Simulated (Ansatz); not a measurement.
**TiO2: response to biaxial strain in the a-b plane**

The task here is to estimate one member of a computed series from the others.

Method: DFT PBE+U, scalar-relativistic, plane waves, PAW, in Ansatz 0.2.0.

## The structure to begin with

Symmetry: I4_1/amd, No. 141, tetragonal system. The conventional cell has a = 3.818 Å, b = 3.818 Å, c = 9.775 Å, α = 90.00°, β = 90.00°, γ = 90.00°. Ti (site symmetry -4m2) is surrounded by 6 O at 1.96 to 2.01 Å. Around O (site symmetry 2mm) lie 3 Ti at 1.96 to 2.01 Å.

As a file:

```cif
data_structure
_symmetry_space_group_name_H-M 'P 1'
_symmetry_Int_Tables_number 1
_cell_length_a 3.8180
_cell_length_b 3.8180
_cell_length_c 9.7751
_cell_angle_alpha 90.000
_cell_angle_beta 90.000
_cell_angle_gamma 90.000
_cell_volume 142.49
loop_
_atom_site_label
_atom_site_type_symbol
_atom_site_fract_x
_atom_site_fract_y
_atom_site_fract_z
_atom_site_occupancy
Ti1 Ti 0.00000 0.00000 0.00000 1
Ti2 Ti 0.00000 0.50000 0.25000 1
Ti3 Ti 0.50000 0.50000 0.50000 1
Ti4 Ti 0.50000 0.00000 0.75000 1
O1 O 0.00000 0.50000 0.45530 1
O2 O 0.00000 0.00000 0.20530 1
O3 O 0.00000 0.50000 0.04470 1
O4 O 0.50000 0.50000 0.29470 1
O5 O 0.50000 0.00000 0.95530 1
O6 O 0.50000 0.50000 0.70530 1
O7 O 0.50000 0.00000 0.54470 1
O8 O 0.00000 0.00000 0.79470 1
```

It goes back to an entry of the Materials Project.

The unstrained cell was computed beforehand with the same settings: E(σ→0) = -14541.7058 eV for 12 atoms, gap 2.62 eV over the zone.

Set-up of the first run:

File input.yaml:

```yaml
crystal:
  lattice:
    - [3.7607306762, 0.0, 0.0]
    - [0.0, 3.7607306762, 0.0]
    - [0.0, 0.0, 9.8630889208]
  atoms:
    - { symbol: Ti, position: [0.0, 0.0, 0.0] }
    - { symbol: Ti, position: [0.0, 0.5, 0.25] }
    - { symbol: Ti, position: [0.5, 0.5, 0.5] }
    - { symbol: Ti, position: [0.5, 0.0, 0.75] }
    - { symbol: O, position: [0.0, 0.5, 0.4552981748] }
    - { symbol: O, position: [0.0, 0.0, 0.2052981748] }
    - { symbol: O, position: [0.0, 0.5, 0.0447018252] }
    - { symbol: O, position: [0.5, 0.5, 0.2947018252] }
    - { symbol: O, position: [0.5, 0.0, 0.9552981748] }
    - { symbol: O, position: [0.5, 0.5, 0.7052981748] }
    - { symbol: O, position: [0.5, 0.0, 0.5447018252] }
    - { symbol: O, position: [0.0, 0.0, 0.7947018252] }
basis:
  ecutwfc: 420
kpoints:
  mp_grid: { grid: [6, 6, 4] }
hamiltonian:
  xc: pbe
  hubbard: { sites: [{ species: Ti, l: d, u_eff: 4.0 }] }
scf:
  occupations: { method: gaussian, width: 0.02 }
output:
  forces: true
  stress: true
  eigenvalues: true
  write_density: true
  write_potential: true
  elf: true
  volumetric_format: npy
relax:
  adjacent_minimum: "off"
  f_tol: 0.008
  max_steps: 40
  cell: { stress_tol: 0.015, fix: [a, b, gamma] }
```

The run is started by

```sh
$ ansatz run input.yaml --threads 1 --pin off --max-ram 2560MiB --backend cpu --events-out ev --progress --plain --runs-dir out
```

Among the steps run: The cell strained by -1.5 %; Seeking the band edges at -1.5 %; At +1.5 %; The gap over the whole zone at +1.5 %; Strain -3.0 %; Seeking the band edges at -3.0 %; At +3.0 %; Seeking the band edges at +3.0 %; Strain -4.5 %; Band edges over the zone at -4.5 %.

One of the session's tables, all rows but one given; the rest of the session is left out.

Lengths are those of the vectors of the cell that was run; stresses in GPa:

```
strain (%)  ΔE (meV/atom)  a (Å)  b (Å)   c (Å)  gap (eV)
      -4.5           43.4  3.646  3.646  10.443      2.98
      -3.0           19.2  3.703  3.703  10.201      2.89
      -1.5            4.7  3.761  3.761   9.978      2.75
      +0.0            0.0  3.818  3.818   9.775      2.62
      +1.5              ?      ?      ?       ?         ?
      +3.0           18.8  3.933  3.933   9.449      2.44
```

**Question.** Estimate the row for strain (%) = +1.5.

Worked estimate for «ΔE (meV/atom)». A straight line through the neighbours (0.0, 0.0) and (3.0, 18.8) gives 0.0 + (18.8 − 0.0) × (1.5 − 0.0) / (3.0 − 0.0) = 9.4; a parabola fitted to 3 rows on both sides gives 4.7.

The run gave: ΔE (meV/atom): 4.8; a (Å): 3.875; b (Å): 3.875; c (Å): 9.601; gap (eV): 2.52. In «ΔE (meV/atom)» the line misses by +4.6 and the parabola by -0.1.

ΔE is over the unstrained cell. Stress in GPa, positive in compression, on the Cartesian axes of the input. Gaps are Kohn-Sham gaps over the whole zone.

Limits of these values: The gap runs from 2.98 eV at -4.5 % through 2.62 to 2.44 eV at +3.0 %.
